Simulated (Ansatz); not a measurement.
## V: hydrostatic pressure series

Method: DFT PBE, scalar-relativistic, plane waves, PAW (Ansatz). (420 eV cutoff, 20×20×20 k-mesh, Gaussian smearing of 0.10 eV, no spin polarisation)

The relaxed crystal:

```xyz
1
Lattice="-1.4986 1.4986 1.4986 1.4986 -1.4986 1.4986 1.4986 1.4986 -1.4986" Properties=species:S:1:pos:R:3 pbc="T T T"
V     0.0000    0.0000    0.0000
```

Cell and atoms are relaxed at each pressure within the symmetry of the start, at zero temperature, so transitions that lower the symmetry aren't seen. The k-mesh given is that at zero pressure and may differ at others. a, b and c are the lengths of the cell vectors above.

Pressures computed: -1, 1, 4, 12, 25, 50, 90 GPa.

(1) At which pressure does the cell have a = 2.501, b = 2.501 and c = 2.501 Å?

## Answers

(1) About 25 GPa, where V/V0 = 0.895.